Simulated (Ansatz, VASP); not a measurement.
# CuO in VASP and in Ansatz

Contents of POSCAR:

```
CuO
1.0
    2.8363251100      0.0000000000      0.0000000000
   -1.4181625500      2.4563296000      0.0000000000
    0.0000000000      0.0000000000      2.7681127800
Cu O
1 1
Direct
    0.0000000000      0.0000000000      0.0000000000
    0.6666666667      0.3333333333      0.5000000000
```

Contents of INCAR.step1:

```
ALGO = Normal
EDIFF = 1E-4
ENCUT = 520
GGA = PE
ISMEAR = 0
ISPIN = 2
LASPH = True
LCHARG = False
LDAU = True
LDAUJ = 0 0
LDAUL = 2 -1
LDAUTYPE = 2
LDAUU = 4 0
LMAXMIX = 4
LREAL = False
LWAVE = True
MAGMOM = 1 0
NBANDS = 20
NELM = 150
PREC = Accurate
SIGMA = 0.05
```

INCAR.step2

```
ALGO = Normal
EDIFF = 1E-6
ENCUT = 520
ISIF = 2
ISMEAR = 0
ISPIN = 2
ISTART = 1
LASPH = True
LCHARG = False
LDAU = True
LDAUJ = 0 0
LDAUL = 2 -1
LDAUPRINT = 1
LDAUTYPE = 2
LDAUU = 4 0
LMAXMIX = 4
LMIXTAU = True
LORBIT = 11
LREAL = False
LWAVE = False
MAGMOM = 1 0
METAGGA = R2SCAN
NBANDS = 20
NELM = 150
PREC = Accurate
SIGMA = 0.05
```

Contents of KPOINTS:

```
k-points
0
Gamma
  8 8 7
```

Input for Ansatz:

```yaml
crystal:
  lattice:
    - [2.83632511, 0.0, 0.0]
    - [-1.41816255, 2.4563296, 0.0]
    - [0.0, 0.0, 2.76811278]
  atoms:
    - { symbol: Cu, position: [0.0, 0.0, 0.0], spin: 1.0 }
    - { symbol: O, position: [0.6666666667, 0.3333333333, 0.5] }
basis:
  ecutwfc: 500
  ecutrho_ratio: 4
kpoints:
  mp_grid: { grid: [8, 8, 7] }
hamiltonian:
  xc: r2scan
  hubbard: { sites: [{ site: 0, l: d, u_eff: 4.0 }] }
scf:
  occupations: { method: gaussian, width: 0.05 }
  lower_state_search: "off"
  max_iter: 150
output:
  forces: true
  stress: true
  eigenvalues: true
  populations: true
  hubbard: { sites: [{ site: 0, l: d }] }
magnetization:
  spin_polarized: true
```

Alike in both runs: task single point; functional r2SCAN; k mesh 8 × 8 × 7; occupations gaussian, width 0.05 eV; collinear spin; Hubbard terms Cu d U = 4.0 eV.

|  | VASP | Ansatz |
| --- | --- | --- |
| version | VASP 6.6.1 | Ansatz 0.2.0 |
| potentials or method | VASP PAW PBE potentials, release 64 (Cu, O) | scalar-relativistic, plane waves, PAW |
| plane-wave cutoff (eV) | 520 | 500 |
| valence electrons in the cell | 17 | 25 |

Ansatz gave:

```
gap on the k mesh at the Fermi level (eV)                     : none
pressure (GPa)                                                : -3.5
largest component of the traceless stress (GPa)               : 6.43
net moment per atom (μB)                                      : 0.50
size of the moment on the site where the two differ most (μB) : 0.56
```

**Question.** What did VASP give for the same quantities?

**Answer.** gap on the k mesh at the Fermi level (eV): none; pressure (GPa): -7.8; largest component of the traceless stress (GPa): 8.23; net moment per atom (μB): 0.50; size of the moment on the site where the two differ most (μB): 0.49.

Site moments also hang on the region over which each program counts them. The programs project onto different local orbitals, so the same U acts differently. A gap of «none» marks a metal or a gap that the smearing closes. The two sets of potentials don't hold the same shells in valence. Ansatz warned: «filled_band_counts_differ_across_k_points».

Caveats: the PAW data sets were made with another functional, which shifts forces and pressure a little (VASP); a cell with one magnetic atom can't hold antiferromagnetic order, which such compounds often take. The state reached can hang on the start; a lower one may exist.
